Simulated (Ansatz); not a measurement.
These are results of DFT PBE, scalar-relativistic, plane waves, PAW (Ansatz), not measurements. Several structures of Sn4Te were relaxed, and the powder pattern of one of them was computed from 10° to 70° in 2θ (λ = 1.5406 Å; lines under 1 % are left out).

Cu Kα1 powder pattern (kinematic, no thermal factors).
| 2θ (°) | relative intensity |
| --- | --- |
| 14.35 | 17 |
| 17.84 | 44 |
| 20.35 | 8 |
| 22.97 | 12 |
| 27.19 | 8 |
| 28.94 | 27 |
| 32.44 | 5 |
| 34.20 | 100 |
| 36.12 | 22 |
| 37.26 | 6 |
| 39.05 | 3 |
| 41.38 | 29 |
| 41.81 | 2 |
| 44.02 | 1 |
| 45.39 | 16 |
| 46.54 | 2 |
| 46.93 | 14 |
| 47.85 | 1 |
| 49.33 | 3 |
| 50.22 | 3 |
| 53.54 | 1 |
| 55.43 | 2 |
| 56.08 | 24 |
| 56.89 | 2 |
| 58.21 | 1 |
| 59.96 | 10 |
| 60.29 | 2 |
| 63.09 | 6 |
| 63.73 | 16 |
| 65.08 | 1 |
| 65.71 | 1 |
| 66.30 | 1 |
| 67.93 | 4 |

Question: Which structure gives it?
A.

Space group P4/mmm (No. 123). a = 6.166 Å, b = 6.166 Å, c = 4.969 Å, α = 90.00°, β = 90.00°, γ = 90.00°
| atom | site | symmetry | x | y | z |
| --- | --- | --- | --- | --- | --- |
| Sn | 4j | m.2m | 0.7508 | 0.7508 | 0.0000 |
| Te | 1d | 4/mmm | 0.5000 | 0.5000 | 0.5000 |

B.

Space group Pm-3m (No. 221). a = 5.844 Å, b = 5.844 Å, c = 5.844 Å, α = 90.00°, β = 90.00°, γ = 90.00°
| atom | site | symmetry | x | y | z |
| --- | --- | --- | --- | --- | --- |
| Sn | 3c | 4/mm.m | 0.0000 | 0.5000 | 0.5000 |
| Sn | 1a | m-3m | 0.0000 | 0.0000 | 0.0000 |
| Te | 1b | m-3m | 0.5000 | 0.5000 | 0.5000 |

C.

Space group P6/mmm (No. 191). a = 6.440 Å, b = 6.440 Å, c = 6.016 Å, α = 90.00°, β = 90.00°, γ = 120.00°
```json
{"atom": "Sn", "site": "3f", "symmetry": "mmm", "x": "0.5000", "y": "0.0000", "z": "0.0000"}
{"atom": "Sn", "site": "1b", "symmetry": "6/mmm", "x": "0.0000", "y": "0.0000", "z": "0.5000"}
{"atom": "Te", "site": "1a", "symmetry": "6/mmm", "x": "0.0000", "y": "0.0000", "z": "0.0000"}
```

D.

Space group R3m:H (No. 160). a = 7.596 Å, b = 7.596 Å, c = 12.681 Å, α = 90.00°, β = 90.00°, γ = 120.00°
```
atom  site  symmetry       x       y       z
  Sn    3a        3m  0.3333  0.6667  0.2292
  Sn    9b        .m  0.5244  0.4756  0.0959
  Te    3a        3m  0.3333  0.6667  0.6089
```

Answer: A. Its strongest line, at 2θ = 34.20°, has d = λ/(2 sin θ) = 2.620 Å and is the (2 0 1) reflection of the conventional P4/mmm cell with a = 6.166 Å, c = 4.969 Å. The others have their strongest lines at 30.6° (B); 32.1° (C); 15.2° (D).

The cells needn't be stable.
